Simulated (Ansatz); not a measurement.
# Cold compression of Ag (diamond type)

```
CELL_PARAMETERS angstrom
0.00000 3.10894 3.10894
3.10894 0.00000 3.10894
3.10894 3.10894 0.00000
ATOMIC_POSITIONS crystal
Ag 0.87500 0.87500 0.87500
Ag 0.12500 0.12500 0.12500
```

The cell comes from a relaxation on PAW files under the same functional, begun from a prototype that needn't be the stable phase.

Its volume is scaled at fixed shape and fractional positions.

All numbers are PBE results (scalar-relativistic) from Ansatz 0.2.0, with a Γ-centred 12×12×12 k mesh, Fermi–Dirac smearing of 0.1 eV, no spin polarisation. Methods: LAPW: all electrons, basis error target 1 meV/atom; PAW: frozen-core files, cutoff 420 eV; crystal datasets: all electrons, by PAW datasets that the program makes for each cell; norm-conserving: pseudopotentials, cutoff 960 eV; PAW (cutoff 300 eV): frozen-core files, cutoff 300 eV.

Energies are extrapolated to zero smearing and count from the unscaled cell; pressure is positive in compression; gaps take the mesh and a band path. No temperature or zero-point motion is included.

```csv
V/V0,V (Å³/atom),P LAPW (GPa),ΔE LAPW (eV/atom),P PAW − LAPW (GPa),ΔE PAW − LAPW (meV/atom)
1.00,30.05,0.01,0.000,-0.01,0.0
0.90,27.04,?,?,?,?
0.80,24.04,12.71,0.187,-0.04,-0.6
0.70,21.03,29.5,0.564,-0.08,-1.7
0.60,18.03,64.5,1.404,-0.15,-3.8
0.50,15.02,143.1,3.249,-0.24,-7.4
0.40,12.02,337.5,7.468,-0.25,-11.7
```

(1) Fit the Vinet equation to the LAPW pressures shown (residuals weighted by 1/(|P| + 0.03·Pmax)), and predict the pressure of the withheld row.

(2) From the table, what is the rise of the enthalpy H = E + pV up to the last row, and how stiff is the crystal between the last two rows?

(3) At the smallest volume, how far do crystal datasets and norm-conserving and PAW (cutoff 300 eV) lie from LAPW in pressure?

(4) How do the Löwdin populations by LAPW change from the unscaled cell to the last row?

## Answers

(1) The fit gives V0 = 30.09 Å³/atom, B0 = 28 GPa and B0′ = 6.33. At 27.04 Å³/atom, x = (V/V0)^(1/3) = 0.9650, and P = 3·B0·(1 − x)/x²·exp[1.5·(B0′ − 1)·(1 − x)] = 4.17 GPa. The run itself gave 4.32 GPa (-3.5 % off) and ΔE = 0.036 eV/atom.

(2) ΔH = 7.468 eV + (337.5 GPa × 12.02 Å³ − 0.01 GPa × 30.05 Å³) × 0.006242 eV/(GPa·Å³) = 32.79 eV/atom, of which pV makes 77 %. The mean bulk modulus there is −ΔP/Δln V = 871 GPa.

(3) crystal datasets: 0.00 GPa; norm-conserving: +0.31 GPa; PAW (cutoff 300 eV): +0.61 GPa, on a LAPW pressure of 337.5 GPa.

(4) Ag 4s 1.99 → 1.96, Ag 4d 9.92 → 9.85 electrons an atom. These are projections on the shells that the free atoms fill; 0.11 e a cell lies outside them at the start and 0.28 e at the end.
